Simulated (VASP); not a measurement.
Wanted: the native input for a VASP 6.6.1 run.

| Property | Result |
| --- | --- |
| Task | single point |
| Functional | PBEsol |
| Potentials or basis | VASP PAW PBE potentials, release 64 (Ba_sv, Te) |
| Cutoff | 520 eV |
| k mesh | 8 × 8 × 8 |
| Occupations | gaussian, width 0.05 eV |
| Spin | no spin polarisation |
| Dipole correction | no |
| Further INCAR settings | ALGO = Normal; EDIFF = 1e-06; NBANDS = 15 |

The structure of BaTe lies in POSCAR:

```
BaTe
1.0
    0.0000000000      3.2978275349      3.4713974052
    3.2978275349      0.0000000000      3.4713974052
    3.2978275349      3.2978275349      0.0000000000
Ba Te
1 1
Direct
    0.0000000000      0.0000000000      0.0000000000
    0.5000000000      0.5000000000      0.5000000000
```

The cell isn't the ideal one: strain -0.050 along x and y, +0.000 along z, atoms carried along.

The input as run:

INCAR

```
PREC = Accurate
ENCUT = 520
EDIFF = 1E-6
ISMEAR = 0
SIGMA = 0.05
LREAL = F
LASPH = T
NELM = 100
ALGO = Normal
ISIF = 2
LWAVE = F
LCHARG = F
GGA = PS
NBANDS = 15
```

KPOINTS

```
regular mesh
0
Gamma
  8 8 8
```

Potentials or basis: VASP PAW PBE potentials, release 64 (Ba_sv, Te).

Run with:

```console
$ cat potpaw_PBE.64/Ba_sv/POTCAR potpaw_PBE.64/Te/POTCAR > POTCAR
$ mpirun -np 1 vasp_std > vasp.out
```

It gave:

The pressure is 5.0 GPa. The band gap on the k mesh is 1.02 eV, indirect (least direct gap 1.36 eV).

Caveat: the PAW data sets were made with another functional, which shifts forces and pressure a little; spin-orbit coupling is left out, which moves the levels of the heavy elements.

It took 61 s on 1 thread of Intel(R) Xeon(R) Platinum 8488C (Sapphire Rapids) (shared host), peak memory 0.25 GiB.
